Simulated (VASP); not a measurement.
Set up this calculation in VASP 6.6.1, as the native input.

```yaml
Task: relaxation of cell and atoms
Functional: PBE
Potentials_or_basis: VASP PAW PBE potentials, release 64 (S, Mg)
Cutoff: 600 eV
k_mesh: 9 × 9 × 9
Occupations: fermi-dirac, width 0.05 eV
Spin: no spin polarisation
Further_INCAR_settings: ALGO = Fast; EDIFF = 1e-07; IBRION = 2; EDIFFG = -0.01; NSW = 40; ISIF = 3
```

The structure of MgS (Niningerite) lies in POSCAR:

```
MgS
1.0
    0.0000000000      2.6016500000      2.6016500000
    2.6016500000      0.0000000000      2.6016500000
    2.6016500000      2.6016500000      0.0000000000
S Mg
1 1
Direct
    0.5000000000      0.5000000000      0.5000000000
    0.0000000000      0.0000000000      0.0000000000
```

These files were run (other wordings do the same):

INCAR

```
SYSTEM = MgS
ALGO = Fast ; EDIFF = 1E-7
EDIFFG = -0.01 ; ENCUT = 600
GGA = PE ; IBRION = 2
ISIF = 3 ; ISMEAR = -1
LASPH = .True. ; LCHARG = .False.
LREAL = .False. ; LWAVE = .False.
NELM = 60 ; NSW = 40
PREC = Accurate ; PSTRESS = 0
SIGMA = 0.05
```

KPOINTS

```
k-points
0
Gamma
  9 9 9
  0 0 0
```

Potentials or basis: VASP PAW PBE potentials, release 64 (S, Mg).

Command:

```sh
$ cat potpaw_PBE.64/S/POTCAR potpaw_PBE.64/Mg/POTCAR > POTCAR
$ mpirun -np 1 vasp_std > vasp.out
```

Results of the run:

| Quantity | Value |
| --- | --- |
| Relaxed volume | 17.81 Å³/atom |
| Relaxed cell | a = 3.693 Å, b = 3.693 Å, c = 3.693 Å, α = 60.00°, β = 60.00°, γ = 60.00° |
| Space group after relaxing (to 0.05 Å) | Fm-3m (No. 225) |
| Energy gained by relaxing | 0.6 meV/atom |
| Ionic steps | 3 |
| Pressure after relaxing | 0.0 GPa |
| Band gap on the k mesh | 2.88 eV, indirect (least direct gap 3.62 eV) |

Caveat: an odd mesh through Γ misses points on the zone boundary, where band edges often lie.

Wall time 19 s on 1 thread of Intel(R) Xeon(R) 6975P-C (Granite Rapids), with other jobs on the host, peak memory 0.18 GiB.
